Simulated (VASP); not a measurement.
# AlGa3N2 (P3m1) in VASP: band structure with PBE

Aim: the band structure of AlGa3N2 with PBE.

All numbers are computed with VASP 6.6.1; they aren't measurements. Logs are shortened: lines on timing, memory, paths and dates and some standing lists are left out, and cuts for length are marked.

## (1) The structure

The structure is trigonal, space group P3m1 (No. 156). Conventional cell: a = 3.220 Å, b = 3.220 Å, c = 9.363 Å, α = 90.00°, β = 90.00°, γ = 120.00°. Al (site symmetry 3m) has 4 N at 1.89 to 1.94 Å as nearest neighbours. Around Ga (site symmetry 3m) lie 3 N at 1.99 Å. Ga (site symmetry 3m) is surrounded by 1 N at 1.97 Å. Ga (site symmetry 3m) is surrounded by 4 Ga at 2.50 to 2.53 Å. N (site symmetry 3m) is surrounded by 1 Al at 1.89 Å and 3 Ga at 1.99 Å. N (site symmetry 3m) is surrounded by 3 Al at 1.94 Å and 1 Ga at 1.97 Å.

The cell was built by a generator and needn't be a form met in nature.

## (2) Band structure, PBE

INCAR

```
SYSTEM = AlGa3N2
PREC = Accurate
ENCUT = 520
EDIFF = 1E-7
ISMEAR = 0
SIGMA = 0.1
LREAL = .FALSE.
LASPH = .TRUE.
NELM = 100
ALGO = Normal
ISIF = 2
LWAVE = .FALSE.
LCHARG = .FALSE.
GGA = PE
NBANDS = 35
```

KPOINTS

```
regular mesh
0
G
  10 10 4
  0 0 0
```

POSCAR

```
AlGa3N2
1.0
    3.2201430000      0.0000000000      0.0000000000
   -1.6100720000      2.7887260000      0.0000000000
    0.0000000000      0.0000000000      9.3634500000
Al Ga N
1 3 2
Direct
    0.6666670000      0.3333330000      0.2546380000
    0.3333330000      0.6666670000      0.9775310000
    0.0000000000      0.0000000000      0.5264520000
    0.3333330000      0.6666670000      0.7103350000
    0.6666670000      0.3333330000      0.0524980000
    0.0000000000      0.0000000000      0.3155920000
```

KPOINTS_OPT

```
path GMKGALHA,LM,KH
15
line-mode
reciprocal
 0.0000000000  0.0000000000  0.0000000000  G
 0.5000000000  0.0000000000  0.0000000000  M

 0.5000000000  0.0000000000  0.0000000000  M
 0.3333333333  0.3333333333  0.0000000000  K

 0.3333333333  0.3333333333  0.0000000000  K
 0.0000000000  0.0000000000  0.0000000000  G

 0.0000000000  0.0000000000  0.0000000000  G
 0.0000000000  0.0000000000  0.5000000000  A

 0.0000000000  0.0000000000  0.5000000000  A
 0.5000000000  0.0000000000  0.5000000000  L

 0.5000000000  0.0000000000  0.5000000000  L
 0.3333333333  0.3333333333  0.5000000000  H

 0.3333333333  0.3333333333  0.5000000000  H
 0.0000000000  0.0000000000  0.5000000000  A

 0.5000000000  0.0000000000  0.5000000000  L
 0.5000000000  0.0000000000  0.0000000000  M

 0.3333333333  0.3333333333  0.0000000000  K
 0.3333333333  0.3333333333  0.5000000000  H
```

Potentials or basis: VASP PAW PBE potentials, release 64 (Al, Ga_d, N).

On the command line:

```sh
cat potpaw_PBE.64/Al/POTCAR potpaw_PBE.64/Ga_d/POTCAR potpaw_PBE.64/N/POTCAR > POTCAR
mpirun -np 1 vasp_std > vasp.out
```

OUTCAR:

```text
SYSTEM = AlGa3N2
   PREC = Accurate
   ENCUT = 520
   EDIFF = 1E-7
   ISMEAR = 0
   LREAL = .FALSE.
   LASPH = .TRUE.
   NELM = 100
   ISIF = 2
   GGA = PE

 ion  position               nearest neighbor table
   1  0.667  0.333  0.255-   5 1.89   6 1.94   6 1.94   6 1.94
   2  0.333  0.667  0.978-   5 1.99   5 1.99   5 1.99   4 2.50
   3  0.000  0.000  0.526-   6 1.97   4 2.53   4 2.53   4 2.53
   4  0.333  0.667  0.710-   2 2.50   3 2.53   3 2.53   3 2.53
   5  0.667  0.333  0.052-   1 1.89   2 1.99   2 1.99   2 1.99
   6  0.000  0.000  0.316-   1 1.94   1 1.94   1 1.94   3 1.97

  LATTYP: Found a hexagonal cell.
 ALAT       =     3.2201430000
 C/A-ratio  =     2.9077745926

  Lattice vectors:

 A1 = (   3.2201430000,   0.0000000000,   0.0000000000)
 A2 = (  -1.6100720000,   2.7887260000,   0.0000000000)
 A3 = (   0.0000000000,   0.0000000000,   9.3634500000)

Analysis of symmetry for initial positions (statically):
=====================================================================
 Subroutine PRICEL returns:
 Original cell was already a primitive cell.

 Routine SETGRP: Setting up the symmetry group for a
 hexagonal supercell.

 Subroutine GETGRP returns: Found  6 space group operations
 (whereof  6 operations were pure point group operations)
 out of a pool of 24 trial point group operations.

The static configuration has the point symmetry C_3v.

Analysis of symmetry for dynamics (positions and initial velocities):
=====================================================================
 Subroutine PRICEL returns:
 Original cell was already a primitive cell.

 Routine SETGRP: Setting up the symmetry group for a
 hexagonal supercell.

 Subroutine GETGRP returns: Found  6 space group operations
 (whereof  6 operations were pure point group operations)
 out of a pool of 24 trial point group operations.

The dynamic configuration has the point symmetry C_3v.

 Subroutine INISYM returns: Found  6 space group operations
 (whereof  6 operations are pure point group operations),
 and found     1 'primitive' translations

----------------------------------------------------------------------------------------

[... 99 lines left out ...]
   NELM   =    100;   NELMIN=  2; NELMDL= -5     # of ELM steps
   EDIFF  = 0.1E-06   stopping-criterion for ELM
   LREAL  =      F    real-space projection
   EDIFFG = 0.1E-05   stopping-criterion for IOM
   NSW    =      0    number of steps for IOM
   IBRION =     -1    ionic relax: 0-MD 1-quasi-New 2-CG
   NFREE  =      0    steps in history (QN), initial steepest desc. (CG)
   ISIF   =      2    stress and relaxation
   ISYM   =      2    0-nonsym 1-usesym 2-fastsym
   POTIM  = 0.5000    time-step for ionic-motion
   TEBEG  =    0.0;   TEEND  =   0.0 temperature during run
   PSTRESS=    0.0 pullay stress
   NELECT =      52.0000    total number of electrons
   NUPDOWN=      -1.0000    fix difference up-down
   EMIN   =  10.00;   EMAX   =-10.00  energy-range for DOS
   EFERMI =   0.00;   METHOD = LEGACY
   ISMEAR =     0;   SIGMA  =   0.10  broadening in eV -4-tet -1-fermi 0-gaus
   EFERMI_NEDOS =   21; number of points for ismear=-14 and -15
   IALGO  =     38    algorithm
   IMIX   =      4    mixing-type and parameters
     AMIX     =   0.40;   BMIX     =  1.00
     AMIX_MAG =   1.60;   BMIX_MAG =  1.00
  volume/ion in A,a.u.               =      14.01        94.57
  Fermi-wavevector in a.u.,A,eV,Ry     =   1.394773  2.635739 26.468675  1.945393
  Thomas-Fermi vector in A             =   2.518290
   LORBIT       =      0    0 simple, 1 ext, 2 COOP (PROOUT), +10 PAW based schemes
   GGA     = PE    functional components
   LHFCALC =     F    Hartree Fock is set to
   AEXX    =    0.0000 exact exchange contribution
   IVDW    =     0    specifies the selected vdW correction
   LEPSILON=     F    determine dielectric tensor
   LRPA    =     F    only Hartree local field effects (RPA)
 non-spin polarized calculation
 Gauss-broadening in eV      SIGMA  =   0.10
  energy-cutoff  :      520.00
  volume of cell :       84.08
 maximum number of plane-waves:      2298
   NGX = 11   NGY = 11   NGZ = 35

 number of electron      51.9999967 magnetization

 Free energy of the ion-electron system (eV)
  ---------------------------------------------------
  ext. energy  EPLUGINS =         0.00000000
  ---------------------------------------------------
  free energy    TOTEN  =       -32.04911896 eV

  energy without entropy =      -32.04114433  energy(sigma->0) =      -32.04513164

 E-fermi :   6.9884     XC(G=0): -10.9722

 val. band max:        6.7870739404   @ k =   0.5000   0.0000   0.0000
 cond. band min:       6.9884698806   @ k =   0.2000   0.2000   0.5000
 fundamental gap:      0.2013959402
 Fermi energy:         6.9883696278

 k-point     1 :       0.0000    0.0000    0.0000
  band No.  band energies     occupation
      1     -10.5931      2.00000
      2      -9.8503      2.00000
      3      -8.8892      2.00000
      4      -8.8892      2.00000
      5      -8.7848      2.00000
      6      -8.7841      2.00000
[... 901 lines left out ...]
     34      13.6981      0.00000
     35      13.9468      0.00000

 [... further k-points ...]

------------------------ aborting loop because EDIFF is reached ----------------------------------------

  FORCE on cell =-STRESS in cart. coord.  units (eV):
  Direction    XX          YY          ZZ          XY          YZ          ZX
  --------------------------------------------------------------------------------------
  -------------------------------------------------------------------------------------
  Total       -0.0983454     -0.0983454      0.1926734      0.0000000     -0.0000000      0.0000000
  in kB       -1.8739051     -1.8739056      3.6712620      0.0000003     -0.0000000      0.0000000
  external PRESSURE =      -0.0255163 kB  Pullay stress =       0.0000000 kB

 VOLUME and BASIS-vectors are now :
 -----------------------------------------------------------------------------
  energy-cutoff  :      520.00
  volume of cell :       84.08
      direct lattice vectors                 reciprocal lattice vectors
     3.220143000  0.000000000  0.000000000     0.310545215  0.179293396  0.000000000
    -1.610072000  2.788726000  0.000000000     0.000000000  0.358586681  0.000000000
     0.000000000  0.000000000  9.363450000     0.000000000  0.000000000  0.106798242

 POSITION                                       TOTAL-FORCE (eV/Angst)
 -----------------------------------------------------------------------------------
      1.61007      0.92957      2.38429        -0.000000      0.000000     -0.006404
     -0.00000      1.85915      9.15306        -0.000000      0.000000      0.019824
      0.00000      0.00000      4.92941        -0.000000      0.000000     -0.078067
     -0.00000      1.85915      6.65119         0.000000      0.000000      0.062274
      1.61007      0.92957      0.49156         0.000000     -0.000000     -0.011091
      0.00000      0.00000      2.95503        -0.000000      0.000000      0.013464
 -----------------------------------------------------------------------------------
    total drift:                                0.000065     -0.000055      0.000765

  FREE ENERGIE OF THE ION-ELECTRON SYSTEM (eV)
  ---------------------------------------------------
  free  energy   TOTEN  =       -32.0491189569 eV

  energy  without entropy=      -32.0411443326  energy(sigma->0) =      -32.04513164
```

OSZICAR:

```text
N       E                     dE             d eps       ncg     rms          rms(c)
DAV:   1     0.450937084626E+03    0.45094E+03   -0.24471E+04  3696   0.255E+03
DAV:   2     0.386243687833E+02   -0.41231E+03   -0.39053E+03  3764   0.557E+02
[... 38 lines left out ...]
       N       E                     dE             ncg
DAV:   1     0.340981677181E+05   -0.55975E+05     2563
DAV:   2     0.200575373944E+05   -0.14041E+05     2570
DAV:   3     0.177507321828E+05   -0.23068E+04     2856
DAV:   4     0.176101912101E+05   -0.14054E+03     3046
DAV:   5     0.176063620857E+05   -0.38291E+01     3174
DAV:   6     0.176061883677E+05   -0.17372E+00     3505
DAV:   7     0.176061864436E+05   -0.19242E-02     3246
DAV:   8     0.176061863809E+05   -0.62696E-04     3454
DAV:   9     0.176061863800E+05   -0.86732E-06     2590
DAV:  10     0.176061863799E+05   -0.46392E-07     2051
```

stdout:

```text
POSCAR found type information on POSCAR AlGaN
 POSCAR found :  3 types and       6 ions
 scaLAPACK will be used
 LDA part: xc-table for (Slater+PW92), standard interpolation
 POSCAR, INCAR and KPOINTS ok, starting setup
 FFT: planning ... GRIDC
 FFT: planning ... GRID_SOFT
 FFT: planning ... GRID
 WAVECAR not read
 entering main loop
 Start KPOINTS_OPT (optional k-point list driver)
k-point batch [1-50\135]
k-point batch [51-100\135]
k-point batch [101-135\135]
```

Run time: 2.4 min. Hardware: 1 thread of Intel Xeon 6975P-C (Granite Rapids), shared host; peak memory 0.32 GiB.

Results:

```
Free energy             : -32.0491 eV
Pressure                : 0.0 GPa
Largest force           : 0.078 eV/Å
Band gap along the path : none (metal or under the smearing width)
```

Forces on the atoms (eV/Å):
```
Al   0.000  0.000 -0.006
Ga   0.000  0.000  0.020
Ga   0.000  0.000 -0.078
Ga   0.000  0.000  0.062
N    0.000  0.000 -0.011
N    0.000  0.000  0.013
```

Levels at the corners of the path, in eV from the Fermi level:
```tsv
point	band 23	band 24	band 25	band 26	band 27	band 28	band 29	band 30
Γ	-2.73	-2.66	-2.66	-0.99	2.35	3.29	6.13	6.13
M	-4.56	-4.41	-3.79	-2.67	-0.20	2.31	2.52	2.79
M	-4.56	-4.41	-3.79	-2.67	-0.20	2.31	2.52	2.79
K	-5.30	-4.72	-3.56	-2.61	-1.73	1.26	1.28	2.32
K	-5.30	-4.72	-3.56	-2.61	-1.73	1.26	1.28	2.32
Γ	-2.73	-2.66	-2.66	-0.99	2.35	3.29	6.13	6.13
Γ	-2.73	-2.66	-2.66	-0.99	2.35	3.29	6.13	6.13
A	-3.71	-2.66	-2.66	0.71	1.12	3.47	6.06	6.06
A	-3.71	-2.66	-2.66	0.71	1.12	3.47	6.06	6.06
L	-4.67	-4.53	-3.80	-2.28	0.38	1.74	1.95	2.57
L	-4.67	-4.53	-3.80	-2.28	0.38	1.74	1.95	2.57
H	-4.95	-4.59	-3.84	-2.84	-2.15	1.60	1.83	3.33
H	-4.95	-4.59	-3.84	-2.84	-2.15	1.60	1.83	3.33
A	-3.71	-2.66	-2.66	0.71	1.12	3.47	6.06	6.06
L	-4.67	-4.53	-3.80	-2.28	0.38	1.74	1.95	2.57
M	-4.56	-4.41	-3.79	-2.67	-0.20	2.31	2.52	2.79
K	-5.30	-4.72	-3.56	-2.61	-1.73	1.26	1.28	2.32
H	-4.95	-4.59	-3.84	-2.84	-2.15	1.60	1.83	3.33
```
